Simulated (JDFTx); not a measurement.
# TePb (Fm-3m) in JDFTx: single point with LDA

Aim: the single point of TePb with LDA.

Program: JDFTx 1.7.0 (patched build). These are calculated values, not measurements. Logs are shortened: lines on timing, memory, paths and dates and some standing lists are left out, and cuts for length are marked. The log counts tension as positive stress, the text compression.

## (1) The crystal as given

The structure is cubic, space group Fm-3m (No. 225). The conventional cell has a = 6.462 Å, b = 6.462 Å, c = 6.462 Å, α = 90.00°, β = 90.00°, γ = 90.00°. Pb (site symmetry m-3m) is surrounded by 6 Te at 3.23 Å. Around Te (site symmetry m-3m) lie 6 Pb at 3.23 Å.

## (2) Single point, LDA

The input, TePb.in:

```
lattice \
    0.0000000000     3.2310000000     3.2310000000 \
    3.2310000000     0.0000000000     3.2310000000 \
    3.2310000000     3.2310000000     0.0000000000
latt-scale 1.889726124626 1.889726124626 1.889726124626
coords-type Lattice
ion Pb     0.0000000000     0.0000000000     0.0000000000 1
ion Te     0.5000000000     0.5000000000     0.5000000000 1

ion-species pseudo/Pb.upf
ion-species pseudo/Te.upf
elec-cutoff 40 320
elec-ex-corr lda-PW
kpoint-folding 7 7 7
elec-smearing Fermi 0.0018374661
elec-n-bands 22
electronic-SCF nIterations 100 energyDiffThreshold 1e-09
electronic-minimize nIterations 30 energyDiffThreshold 1e-7
converge-empty-states yes
forces-output-coords Cartesian

dump-name run.$VAR
dump End Ecomponents EigStats BandEigs Kpoints Forces Stress ElecDensity Dtot KEdensity
```

Potentials or basis: PseudoDojo-SR-LDA-0.4.1-standard with smoothed tails.

Command:

```sh
> jdftx -c 1 -i TePb.in -o TePb.out
```

The program printed:

```text
*************** JDFTx 1.7.0 (patched build) ***************

[... 9 lines left out ...]
---------- Initializing the Grid ----------
R =
[            0      6.10571      6.10571  ]
[      6.10571            0      6.10571  ]
[      6.10571      6.10571            0  ]
unit cell volume = 455.237
G =
[  -0.514534   0.514534   0.514534  ]
[   0.514534  -0.514534   0.514534  ]
[   0.514534   0.514534  -0.514534  ]
Minimum fftbox size, Smin = [  72  72  72  ]
Chosen fftbox size, S = [  72  72  72  ]

---------- Initializing tighter grid for wavefunction operations ----------
R =
[            0      6.10571      6.10571  ]
[      6.10571            0      6.10571  ]
[      6.10571      6.10571            0  ]
unit cell volume = 455.237
G =
[  -0.514534   0.514534   0.514534  ]
[   0.514534  -0.514534   0.514534  ]
[   0.514534   0.514534  -0.514534  ]
Minimum fftbox size, Smin = [  52  52  52  ]
Chosen fftbox size, S = [  54  54  54  ]

---------- Exchange Correlation functional ----------
Initalized Slater LDA exchange.
Initalized Perdew-Wang LDA correlation.

---------- Setting up pseudopotentials ----------
Width of ionic core gaussian charges (only for fluid interactions / plotting) set to 0

Reading pseudopotential file 'pseudo/Pb.upf':
  'Pb' pseudopotential, 'SLA  PW   NOGX NOGC' functional
  Generated using ONCVPSP code by D. R. Hamann
  14 valence electrons, 3 orbitals, 6 projectors, 1001 radial grid points, with lMax = 2
    5D    l: 2   occupation: 10.0   eigenvalue: -0.782505
    6S    l: 0   occupation:  2.0   eigenvalue: -0.452800
    6P    l: 1   occupation:  2.0   eigenvalue: -0.136146
  Core radius for overlap checks: 2.30 bohrs.

Reading pseudopotential file 'pseudo/Te.upf':
  'Te' pseudopotential, 'SLA  PW   NOGX NOGC' functional
  Generated using ONCVPSP code by D. R. Hamann
  16 valence electrons, 3 orbitals, 6 projectors, 1001 radial grid points, with lMax = 2
    4D    l: 2   occupation: 10.0   eigenvalue: -1.532468
    5S    l: 0   occupation:  2.0   eigenvalue: -0.564382
    5P    l: 1   occupation:  4.0   eigenvalue: -0.224579
  Core radius for overlap checks: 2.04 bohrs.

Initialized 2 species with 2 total atoms.

Folded 1 k-points by 7x7x7 to 343 k-points.

---------- Setting up k-points, bands, fillings ----------
Reduced to 20 k-points under symmetry.
Computing the number of bands and number of electrons
Calculating initial fillings.
nElectrons:  30.000000   nBands: 22   nStates: 20

----- Setting up reduced wavefunction bases (one per k-point) -----
average nbasis = 5499.490 , ideal nbasis = 5500.744

---------- Setting up ewald sum ----------
Optimum gaussian width for ewald sums = 2.773106 bohr.
Real space sum over 1331 unit cells with max indices [  5  5  5  ]
Reciprocal space sum over 2197 terms with max indices [  6  6  6  ]

---------- Allocating electronic variables ----------
Initializing wave functions:  linear combination of atomic orbitals
Note: number of bands (22) exceeds available atomic orbitals (18)
Pb pseudo-atom occupations:   s ( 2 )  p ( 2 )  d ( 10 )
Te pseudo-atom occupations:   s ( 2 )  p ( 4 )  d ( 10 )
	FillingsUpdate:  mu: +0.351373649  nElectrons: 30.000000
LCAOMinimize: Iter:   0  F: -153.9306747275980172  |grad|_K:  1.823e-03  alpha:  1.000e+00
	FillingsUpdate:  mu: +0.346943801  nElectrons: 30.000000
LCAOMinimize: Iter:   1  F: -153.9383627844323712  |grad|_K:  2.060e-04  alpha:  4.081e-01  linmin: -2.241e-01  cgtest:  9.305e-01
LCAOMinimize: Encountered beta<0, resetting CG.
[... 4 lines of inner loops ...]
LCAOMinimize: Encountered beta<0, resetting CG.
	FillingsUpdate:  mu: +0.346441212  nElectrons: 30.000000
LCAOMinimize: Iter:   4  F: -153.9384539195590946  |grad|_K:  3.792e-08  alpha:  4.362e-01  linmin:  1.733e-03  cgtest: -4.876e-03
LCAOMinimize: Converged (|Delta F|<1.000000e-06 for 2 iters).

-------- Electronic minimization -----------
Will mix electronic density at each iteration.
	FillingsUpdate:  mu: +0.346441212  nElectrons: 30.000000
	FillingsUpdate:  mu: +0.333605167  nElectrons: 30.000000
SCF: Cycle:  0   F: -153.964570712728062   dF: -2.612e-02   |Residual|: 2.353e-02   |deigs|: 1.046e-01
	FillingsUpdate:  mu: +0.332592956  nElectrons: 30.000000
SCF: Cycle:  1   F: -153.965477452346278   dF: -9.067e-04   |Residual|: 1.092e-02   |deigs|: 7.071e-03
	FillingsUpdate:  mu: +0.332197270  nElectrons: 30.000000
SCF: Cycle:  2   F: -153.965552158405302   dF: -7.471e-05   |Residual|: 3.225e-03   |deigs|: 2.779e-03
	FillingsUpdate:  mu: +0.332358458  nElectrons: 30.000000
SCF: Cycle:  3   F: -153.965556248968170   dF: -4.091e-06   |Residual|: 6.643e-04   |deigs|: 4.222e-04
	FillingsUpdate:  mu: +0.332385163  nElectrons: 30.000000
SCF: Cycle:  4   F: -153.965556663171242   dF: -4.142e-07   |Residual|: 2.151e-04   |deigs|: 9.673e-05
	FillingsUpdate:  mu: +0.332420063  nElectrons: 30.000000
SCF: Cycle:  5   F: -153.965556813358887   dF: -1.502e-07   |Residual|: 7.784e-05   |deigs|: 1.041e-04
	FillingsUpdate:  mu: +0.332422111  nElectrons: 30.000000
SCF: Cycle:  6   F: -153.965556833113823   dF: -1.975e-08   |Residual|: 2.248e-05   |deigs|: 2.924e-05
	FillingsUpdate:  mu: +0.332422393  nElectrons: 30.000000
SCF: Cycle:  7   F: -153.965556841218955   dF: -8.105e-09   |Residual|: 6.242e-06   |deigs|: 3.635e-05
	FillingsUpdate:  mu: +0.332422332  nElectrons: 30.000000
SCF: Cycle:  8   F: -153.965556842175232   dF: -9.563e-10   |Residual|: 4.113e-06   |deigs|: 1.832e-05
	FillingsUpdate:  mu: +0.332422474  nElectrons: 30.000000
SCF: Cycle:  9   F: -153.965556842705951   dF: -5.307e-10   |Residual|: 1.484e-06   |deigs|: 3.204e-05
SCF: Converged (|Delta E|<1.000000e-09 for 2 iters).

Setting wave functions to eigenvectors of Hamiltonian
Converging empty states (this may take a while): |deigs|: 5.825e-04

# Stress tensor in Cartesian coordinates [Eh/a0^3]:
[  5.88363e-05            0            0  ]
[            0  5.88363e-05            0  ]
[            0            0  5.88363e-05  ]

# Ionic positions in lattice coordinates:
ion Pb   0.000000000000000   0.000000000000000   0.000000000000000 1
ion Te   0.500000000000000   0.500000000000000   0.500000000000000 1

# Forces in Cartesian coordinates:
force Pb   0.000000000000000  -0.000000000000000  -0.000000000000000 1
force Te   0.000000000000000  -0.000000000000000   0.000000000000000 1

# Energy components:
   Eewald =     -104.8428455165871327
       EH =       40.8757542784857364
     Eloc =     -115.0502667841743687
      Enl =      -43.1007830222956656
      Exc =      -43.9966998651028973
 Exc_core =       20.9540028455063663
       KE =       91.1952813887709794
-------------------------------------
     Etot =     -153.9655566753970106
       TS =        0.0000001673089485
-------------------------------------
        F =     -153.9655568427059507

IonicMinimize: Iter:   0  F: -153.965556842705951  |grad|_K:       -nan
IonicMinimize: None of the convergence criteria satisfied after 0 iterations.

#--- Lowdin population analysis ---
# oxidation-state Pb +0.157
# oxidation-state Te -0.118

Dumping 'run.eigStats' ...
	eMin: -1.006624 at state 14 ( [ +0.000000 +0.428571 +0.428571 ] spin 0 )
	HOMO: +0.314605 at state 3 ( [ +0.000000 +0.000000 +0.428571 ] spin 0 )
	mu  : +0.332422
	LUMO: +0.349549 at state 3 ( [ +0.000000 +0.000000 +0.428571 ] spin 0 )
	eMax: +0.747223 at state 14 ( [ +0.000000 +0.428571 +0.428571 ] spin 0 )
	HOMO-LUMO gap: +0.034943
	Optical gap  : +0.034943 at state 3 ( [ +0.000000 +0.000000 +0.428571 ] spin 0 )
Done!
[note: mu as printed may lie anywhere between the filled and the empty levels]
```

Wall time 89 s (1 thread of Intel Xeon Platinum 8488C (Sapphire Rapids), shared host); peak memory 0.18 GiB.

What came out:

```yaml
Free_energy: -4189.6162 eV
Pressure: -1.7 GPa
Loewdin_charges: Pb +0.16; Te -0.12 e
```

Caveat: this odd mesh misses L, where the gap lies, so gap, dielectric constants and Born charges aren't listed. The run has no spin-orbit coupling, so splittings on Pb, Te are missing.
